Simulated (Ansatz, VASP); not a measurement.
**Two plane-wave programs on S**

File INCAR:

```
SYSTEM = S
PREC = Accurate ; ENCUT = 520
EDIFF = 1E-6 ; ISMEAR = 0
SIGMA = 0.15 ; LREAL = .False.
LASPH = .True. ; NELM = 60
ALGO = Normal ; ISIF = 2
LWAVE = .False. ; LCHARG = .False.
GGA = PE ; IVDW = 12
NBANDS = 9
```

The input KPOINTS:

```
regular mesh
0
Gamma
  20 20 20
  0 0 0
```

The input POSCAR:

```
S
1.0
    0.0000000000      2.0541808543      2.0541808543
    2.0541808543      0.0000000000      2.0541808543
    2.0541808543      2.0541808543      0.0000000000
S
1
Direct
    0.0000000000      0.0000000000      0.0000000000
```

Input for Ansatz:

```yaml
crystal:
  lattice:
    - [0.0, 2.0541808543, 2.0541808543]
    - [2.0541808543, 0.0, 2.0541808543]
    - [2.0541808543, 2.0541808543, 0.0]
  atoms:
    - { symbol: S, position: [0.0, 0.0, 0.0] }
basis:
  ecutwfc: 420
kpoints:
  mp_grid: { grid: [20, 20, 20] }
hamiltonian:
  xc: pbe
  dispersion: d3bj
scf:
  occupations: { method: gaussian, width: 0.15 }
output:
  forces: true
  stress: true
  eigenvalues: true
```

Change from the starting cell: strain +0.030 along x and y, +0.030 along z, atoms carried along.

Alike in both runs: task single point; functional PBE; dispersion D3(BJ); k mesh 20 × 20 × 20; occupations gaussian, width 0.15 eV; no spin polarisation.

```csv
,VASP,Ansatz
version,VASP 6.6.1,Ansatz 0.2.0
potentials or method,"VASP PAW PBE potentials, release 64 (S)","scalar-relativistic, plane waves, PAW"
plane-wave cutoff (eV),520,420
valence electrons in the cell,6,6
```

```tsv
	VASP	Ansatz	Ansatz less VASP
gap on the k mesh at the Fermi level (eV)	none	none	-
pressure (GPa)	-9.1	-9.0	+0.13
```

A gap of «none» marks a metal or a gap that the smearing closes.

Caveats: pairwise dispersion overbinds metals, which lowers pressure and volume.
